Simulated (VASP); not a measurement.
Here is a VASP 6.6.1 calculation.

File INCAR:

```
PREC     = Accurate       # precision mode
ENCUT    = 600            # plane-wave cutoff, eV
EDIFF    = 1E-6           # SCF threshold, eV
ISMEAR   = -1             # smearing method
SIGMA    = 0.05           # smearing width, eV
LREAL    = False          # projectors in reciprocal space
LASPH    = True           # aspherical terms in the spheres
NELM     = 60             # most SCF steps
ALGO     = Normal         # electronic algorithm
ISIF     = 5              # what is computed and relaxed
LWAVE    = False          # write WAVECAR
LCHARG   = False          # write CHGCAR
GGA      = PE             # functional
IBRION   = 2              # ionic algorithm
NSW      = 40             # ionic steps
EDIFFG   = -0.005         # ionic threshold
PSTRESS  = 0            
NBANDS   = 14             # bands
```

The input KPOINTS:

```
regular mesh
0
Gamma
  10 10 5
```

The input POSCAR:

```
Hf
1.0
    3.1967000000      0.0000000000      0.0000000000
   -1.5983500000      2.7684234083      0.0000000000
    0.0000000000      0.0000000000      5.0578000000
Hf
2
Direct
    0.6666666667      0.3333333333      0.7500000000
    0.3333333333      0.6666666667      0.2500000000
```

Potentials or basis: VASP PAW PBE potentials, release 64 (Hf_pv).

Launch:

```bash
$ cat potpaw_PBE.64/Hf_pv/POTCAR > POTCAR
$ mpirun -np 1 vasp_std > vasp.out
```

Task: Predict the band gap on the k mesh.

Result: None (metal or under the smearing width).

Step by step:
```csv
step,energy change (eV),largest force (eV/Å),pressure (GPa),volume (Å³)
1,0.0000,0.0000,0.16,44.76
2,-0.0001,0.0000,0.18,44.76
```

The run has no spin-orbit coupling, so splittings on Hf are missing.
